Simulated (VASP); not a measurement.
Here is a VASP 6.6.1 calculation.

Contents of POSCAR:

```
PbSe
1.0
    0.0000000000      3.0621500000      3.0621500000
    3.0621500000      0.0000000000      3.0621500000
    3.0621500000      3.0621500000      0.0000000000
Pb Se
1 1
Direct
    0.0000000000      0.0000000000      0.0000000000
    0.5000000000      0.5000000000      0.5000000000
```

File INCAR.step1:

```
ALGO = Normal
EDIFF = 1E-4
ENCUT = 520
GGA = PE
ISMEAR = 0
LASPH = T
LCHARG = F
LREAL = F
LWAVE = T
NBANDS = 17
NELM = 60
PREC = Accurate
SIGMA = 0.05
```

INCAR.step2

```
ALGO = Normal
EDIFF = 1E-6
ENCUT = 520
ISIF = 2
ISMEAR = 0
ISTART = 1
LASPH = T
LCHARG = F
LMIXTAU = T
LREAL = F
LWAVE = F
METAGGA = R2SCAN
NBANDS = 17
NELM = 60
PREC = Accurate
SIGMA = 0.05
```

File KPOINTS:

```
k-points
0
Gamma
  10 10 10
```

Potentials or basis: VASP PAW PBE potentials, release 64 (Pb_d, Se).

The run is started by

```console
$ cat potpaw_PBE.64/Pb_d/POTCAR potpaw_PBE.64/Se/POTCAR > POTCAR
$ cp INCAR.step1 INCAR
$ mpirun -np 1 vasp_std > vasp.out
$ cp INCAR.step2 INCAR
$ mpirun -np 1 vasp_std > vasp.out
```

Task: Estimate the band gap on the k mesh.

Result: 0.58 eV, direct.

Task: Predict the pressure.

Result: 1.5 GPa.

Caveat: the PAW data sets were made with another functional, which shifts forces and pressure a little; spin-orbit coupling is left out, which moves the levels of the heavy elements.

**The experiment to reproduce.**

A printed reference work, monograph reports, for a bulk crystal of PbSe at 300 K: band gap 0.28 eV (direct).

Against the measured gap of PbSe, 0.28 eV (direct; 300 K; a printed reference work, monograph), the calculated 0.58 eV is off by +0.30 eV. 2 values of this kind are on record (0.15 to 0.28 eV); this one was drawn at random. Spin-orbit coupling on Pb, Se is left out. The value is that of r2SCAN on a finite k mesh, which can miss the band edges, without temperature or zero-point motion.
